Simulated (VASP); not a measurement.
# GaN (P6_3mc) in VASP: a series of runs, part 2 of 2

VASP 6.6.1. The steps go on from the part before.

**3. Band structure, rSCAN**

INCAR reads:

```
PREC     = Accurate       # precision mode
ENCUT    = 520            # plane-wave cutoff, eV
EDIFF    = 1E-6           # SCF threshold, eV
ISMEAR   = -1             # smearing method
SIGMA    = 0.05           # smearing width, eV
LREAL    = F              # projectors in reciprocal space
LASPH    = T              # aspherical terms in the spheres
NELM     = 80             # most SCF steps
ALGO     = Normal         # electronic algorithm
ISIF     = 2              # what is computed and relaxed
LWAVE    = F              # write WAVECAR
LCHARG   = F              # write CHGCAR
METAGGA  = RSCAN          # meta-GGA
LMIXTAU  = T            
NBANDS   = 26             # bands
```

KPOINTS reads:

```
regular mesh
0
Gamma
  10 10 5
```

POSCAR reads:

```
GaN
1.0
    3.1800000000      0.0000000000      0.0000000000
   -1.5900000000      2.7539607840      0.0000000000
    0.0000000000      0.0000000000      5.1660000000
Ga N
2 2
Direct
    0.6666666667      0.3333333333      0.5000000000
    0.3333333333      0.6666666667      0.0000000000
    0.6666666667      0.3333333333      0.8750000000
    0.3333333333      0.6666666667      0.3750000000
```

KPOINTS_OPT reads:

```
path GMKGALHA,LM,KH
10
line-mode
reciprocal
 0.0000000000  0.0000000000  0.0000000000  G
 0.5000000000  0.0000000000  0.0000000000  M

 0.5000000000  0.0000000000  0.0000000000  M
 0.3333333333  0.3333333333  0.0000000000  K

 0.3333333333  0.3333333333  0.0000000000  K
 0.0000000000  0.0000000000  0.0000000000  G

 0.0000000000  0.0000000000  0.0000000000  G
 0.0000000000  0.0000000000  0.5000000000  A

 0.0000000000  0.0000000000  0.5000000000  A
 0.5000000000  0.0000000000  0.5000000000  L

 0.5000000000  0.0000000000  0.5000000000  L
 0.3333333333  0.3333333333  0.5000000000  H

 0.3333333333  0.3333333333  0.5000000000  H
 0.0000000000  0.0000000000  0.5000000000  A

 0.5000000000  0.0000000000  0.5000000000  L
 0.5000000000  0.0000000000  0.0000000000  M

 0.3333333333  0.3333333333  0.0000000000  K
 0.3333333333  0.3333333333  0.5000000000  H
```

Potentials or basis: VASP PAW PBE potentials, release 64 (Ga_d, N).

Launch:

```bash
cat potpaw_PBE.64/Ga_d/POTCAR potpaw_PBE.64/N/POTCAR > POTCAR
mpirun -np 1 vasp_std > vasp.out
```

OUTCAR:

```text
PREC = Accurate
   ENCUT = 520
   EDIFF = 1E-6
   ISMEAR = -1
   LREAL = F
   LASPH = T
   NELM = 80
   ISIF = 2
   METAGGA = RSCAN

 ion  position               nearest neighbor table
   1  0.667  0.333  0.500-   3 1.94   4 1.95   4 1.95   4 1.95
   2  0.333  0.667  0.000-   4 1.94   3 1.95   3 1.95   3 1.95
   3  0.667  0.333  0.875-   1 1.94   2 1.95   2 1.95   2 1.95
   4  0.333  0.667  0.375-   2 1.94   1 1.95   1 1.95   1 1.95

  LATTYP: Found a hexagonal cell.
 ALAT       =     3.1800000000
 C/A-ratio  =     1.6245283019

  Lattice vectors:

 A1 = (   3.1800000000,   0.0000000000,   0.0000000000)
 A2 = (  -1.5900000000,   2.7539607840,   0.0000000000)
 A3 = (   0.0000000000,   0.0000000000,   5.1660000000)

Analysis of symmetry for initial positions (statically):
=====================================================================
 Subroutine PRICEL returns:
 Original cell was already a primitive cell.

 Routine SETGRP: Setting up the symmetry group for a
 hexagonal supercell.

[... 169 lines left out ...]
  free energy    TOTEN  =       -61.51419262 eV

  energy without entropy =      -61.51419262  energy(sigma->0) =      -61.51419262

 E-fermi :   6.0930     XC(G=0): -12.6992

 val. band max:        5.1041582667   @ k =   0.0000   0.0000   0.0000
 cond. band min:       7.4978575834   @ k =   0.0000   0.0000   0.0000
 fundamental gap:      2.3936993167
 Fermi energy:         6.0929806453

 k-point     1 :       0.0000    0.0000    0.0000
  band No.  band energies     occupation
      1     -11.7175      2.00000
      2     -10.7140      2.00000
      3      -8.7806      2.00000
      4      -8.7587      2.00000
      5      -8.7586      2.00000
      6      -8.6885      2.00000
[... 685 lines left out ...]
     25      17.8409      0.00000
     26      19.3892      0.00000

 [... further k-points ...]

------------------------ aborting loop because EDIFF is reached ----------------------------------------

  FORCE on cell =-STRESS in cart. coord.  units (eV):
  Direction    XX          YY          ZZ          XY          YZ          ZX
  --------------------------------------------------------------------------------------
  -------------------------------------------------------------------------------------
  Total        0.2559076      0.2559076      0.8096103      0.0000000      0.0000000      0.0000000
  in kB        9.0626362      9.0626362     28.6712978      0.0000000      0.0000000      0.0000000
  external PRESSURE =      15.5988568 kB  Pullay stress =       0.0000000 kB

 VOLUME and BASIS-vectors are now :
 -----------------------------------------------------------------------------
  energy-cutoff  :      520.00
  volume of cell :       45.24
      direct lattice vectors                 reciprocal lattice vectors
     3.180000000  0.000000000  0.000000000     0.314465409  0.181556688  0.000000000
    -1.590000000  2.753960784  0.000000000     0.000000000  0.363113377  0.000000000
     0.000000000  0.000000000  5.166000000     0.000000000  0.000000000  0.193573364

 POSITION                                       TOTAL-FORCE (eV/Angst)
 -----------------------------------------------------------------------------------
      1.59000      0.91799      2.58300        -0.000000     -0.000000     -0.155705
     -0.00000      1.83597      0.00000         0.000000      0.000000     -0.155705
      1.59000      0.91799      4.52025        -0.000000     -0.000000      0.155705
     -0.00000      1.83597      1.93725        -0.000000     -0.000000      0.155705
 -----------------------------------------------------------------------------------
    total drift:                                0.000002      0.000004     -0.053032

  FREE ENERGIE OF THE ION-ELECTRON SYSTEM (eV)
  ---------------------------------------------------
  free  energy   TOTEN  =       -61.5141926238 eV

  energy  without entropy=      -61.5141926237  energy(sigma->0) =      -61.51419262
```

stdout:

```text
POSCAR found type information on POSCAR GaN
 POSCAR found :  2 types and       4 ions
 scaLAPACK will be used
 -----------------------------------------------------------------------------
|                                                                             |
|                                                                             |
|     You enforced a specific xc type in the INCAR file but a different       |
|     I HOPE YOU KNOW WHAT YOU ARE DOING!                                     |
|                                                                             |
 -----------------------------------------------------------------------------

 LDA part: xc-table for (None), standard interpolation
 POSCAR, INCAR and KPOINTS ok, starting setup
 FFT: planning ... GRIDC
 FFT: planning ... GRID_SOFT
 FFT: planning ... GRID
 WAVECAR not read
 entering main loop
 Start KPOINTS_OPT (optional k-point list driver)
k-point batch [1-42\90]
k-point batch [43-84\90]
k-point batch [85-90\90]
```

It took 5 min on 1 thread of AMD EPYC 9R45 (Zen 5), shared host; peak memory 0.18 GiB.

What came out:

```
Free energy             : -61.5142 eV
Pressure                : 1.6 GPa
Largest force           : 0.156 eV/Å
Band gap on the k mesh  : 2.39 eV, direct
Band gap along the path : 2.39 eV, direct
```

Forces on the atoms (eV/Å):
```
Ga   0.000  0.000 -0.156
Ga   0.000  0.000 -0.156
N    0.000  0.000  0.156
N    0.000  0.000  0.156
```

Stress tensor (GPa, compression positive):
```
0.91 0.00 0.00
0.00 0.91 0.00
0.00 0.00 2.87
```

Levels at the corners of the path, in eV from the valence-band top:
| point | band 14 | band 15 | band 16 | band 17 | band 18 | band 19 | band 20 | band 21 | band 22 | band 23 |
| --- | --- | --- | --- | --- | --- | --- | --- | --- | --- | --- |
| Γ | -1.09 | -1.09 | -0.06 | 0.00 | 0.00 | 2.39 | 4.85 | 10.00 | 10.60 | 10.60 |
| M | -5.37 | -4.34 | -2.85 | -2.28 | -1.01 | 5.60 | 6.16 | 6.57 | 9.39 | 11.04 |
| M | -5.37 | -4.34 | -2.85 | -2.28 | -1.01 | 5.60 | 6.16 | 6.57 | 9.39 | 11.04 |
| K | -5.42 | -5.42 | -3.09 | -3.09 | -2.77 | 5.58 | 8.56 | 8.56 | 9.09 | 10.67 |
| K | -5.42 | -5.42 | -3.09 | -3.09 | -2.77 | 5.58 | 8.56 | 8.56 | 9.09 | 10.67 |
| Γ | -1.09 | -1.09 | -0.06 | 0.00 | 0.00 | 2.39 | 4.85 | 10.00 | 10.60 | 10.60 |
| Γ | -1.09 | -1.09 | -0.06 | 0.00 | 0.00 | 2.39 | 4.85 | 10.00 | 10.60 | 10.60 |
| A | -3.94 | -0.56 | -0.56 | -0.56 | -0.56 | 4.80 | 4.80 | 9.24 | 9.24 | 11.12 |
| A | -3.94 | -0.56 | -0.56 | -0.56 | -0.56 | 4.80 | 4.80 | 9.24 | 9.24 | 11.12 |
| L | -6.73 | -2.01 | -2.01 | -1.97 | -1.97 | 4.92 | 4.92 | 8.48 | 8.48 | 10.81 |
| L | -6.73 | -2.01 | -2.01 | -1.97 | -1.97 | 4.92 | 4.92 | 8.48 | 8.48 | 10.81 |
| H | -6.27 | -4.29 | -4.29 | -1.55 | -1.55 | 7.09 | 7.09 | 7.89 | 7.89 | 9.86 |
| H | -6.27 | -4.29 | -4.29 | -1.55 | -1.55 | 7.09 | 7.09 | 7.89 | 7.89 | 9.86 |
| A | -3.94 | -0.56 | -0.56 | -0.56 | -0.56 | 4.80 | 4.80 | 9.24 | 9.24 | 11.12 |
| L | -6.73 | -2.01 | -2.01 | -1.97 | -1.97 | 4.92 | 4.92 | 8.48 | 8.48 | 10.81 |
| M | -5.37 | -4.34 | -2.85 | -2.28 | -1.01 | 5.60 | 6.16 | 6.57 | 9.39 | 11.04 |
| K | -5.42 | -5.42 | -3.09 | -3.09 | -2.77 | 5.58 | 8.56 | 8.56 | 9.09 | 10.67 |
| H | -6.27 | -4.29 | -4.29 | -1.55 | -1.55 | 7.09 | 7.09 | 7.89 | 7.89 | 9.86 |

Caveat: the PAW data sets were made with another functional, which shifts forces and pressure a little.

**4. How close it comes**

Step 2. Against the measured gap of GaN, 3.503 eV (direct; quoted in “Studying electronic properties in GaN without electrical contacts using γ-γ vs e−-γ Perturbed Angular Correlations”, 2019, pmc:6823545), the calculated 2.27 eV is off by -1.23 eV. Spin-orbit coupling on Ga is left out. The value is that of SCAN, without temperature or zero-point motion.

Step 3. Measured gap of GaN: 3.503 eV (direct; quoted in “Studying electronic properties in GaN without electrical contacts using γ-γ vs e−-γ Perturbed Angular Correlations”, 2019, pmc:6823545). This calculation gives 2.39 eV (-1.11 eV). Spin-orbit coupling on Ga is left out. The value is that of rSCAN, without temperature or zero-point motion.
